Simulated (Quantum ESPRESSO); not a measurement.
A run of Quantum ESPRESSO 7.5 is set up as follows.

File pw.in:

```
&CONTROL
  calculation = 'scf'
  prefix = 'pwscf'
  outdir = './tmp'
  pseudo_dir = './pseudo'
  tprnfor = .true.
  tstress = .true.
  disk_io = 'low'
/
&SYSTEM
  ibrav = 0
  nat = 2
  ntyp = 2
  ecutwfc = 84
  nbnd = 14
  occupations = 'smearing'
  smearing = 'fd'
  degauss = 0.00367493
/
&ELECTRONS
  conv_thr = 4d-10
  electron_maxstep = 120
  mixing_beta = 0.5
/
ATOMIC_SPECIES
Sr    87.6200 Sr.upf
O     15.9990 O.upf
CELL_PARAMETERS angstrom
   0.0000000000    2.5663000000    2.5663000000
   2.5663000000    0.0000000000    2.5663000000
   2.5663000000    2.5663000000    0.0000000000
ATOMIC_POSITIONS crystal
Sr     0.5000000000    0.5000000000    0.5000000000
O      0.0000000000    0.0000000000    0.0000000000
K_POINTS automatic
6 6 6 1 1 1
```

Contents of scf2.in:

```
&CONTROL
  calculation = 'scf'
  prefix = 'pwscf'
  outdir = './tmp'
  pseudo_dir = './pseudo'
  tprnfor = .true.
  tstress = .true.
  disk_io = 'low'
/
&SYSTEM
  ibrav = 0
  nat = 2
  ntyp = 2
  ecutwfc = 84
  nbnd = 14
  occupations = 'fixed'
/
&ELECTRONS
  conv_thr = 1d-13
  electron_maxstep = 120
  mixing_beta = 0.5
  startingpot = 'file'
  startingwfc = 'file'
/
ATOMIC_SPECIES
Sr    87.6200 Sr.upf
O     15.9990 O.upf
CELL_PARAMETERS angstrom
   0.0000000000    2.5663000000    2.5663000000
   2.5663000000    0.0000000000    2.5663000000
   2.5663000000    2.5663000000    0.0000000000
ATOMIC_POSITIONS crystal
Sr     0.5000000000    0.5000000000    0.5000000000
O      0.0000000000    0.0000000000    0.0000000000
K_POINTS automatic
6 6 6 1 1 1
```

File ph.in:

```
dielectric of SrO
&INPUTPH
  prefix = 'pwscf'
  outdir = './tmp'
  tr2_ph = 1d-16
  fildyn = 'dyn'
  niter_ph = 60
  alpha_mix(1) = 0.7
  epsil = .true.
  trans = .false.
  zeu = .true.
/
0.0000000000 0.0000000000 0.0000000000
```

Potentials or basis: PseudoDojo 0.4.1 SR PBE standard.

Launch:

```sh
$ OMP_NUM_THREADS=1 pw.x -in pw.in > pw.out
$ OMP_NUM_THREADS=1 pw.x -in scf2.in > scf2.out
$ OMP_NUM_THREADS=1 ph.x -in ph.in > ph.out
```

**Question.** Predict the electronic dielectric tensor (diagonal).

**Answer.** 3.78.

**Question.** Predict the Born charges (mean of the diagonal).

**Answer.** Sr +2.46; O -2.46 e.

**Question.** Predict the pressure.

**Answer.** 3.1 GPa.

Electronic dielectric tensor:
```
3.78 0.00 0.00
0.00 3.78 0.00
0.00 0.00 3.78
```

Caveat: the cell is more than 3 GPa from zero pressure, which shifts response properties.
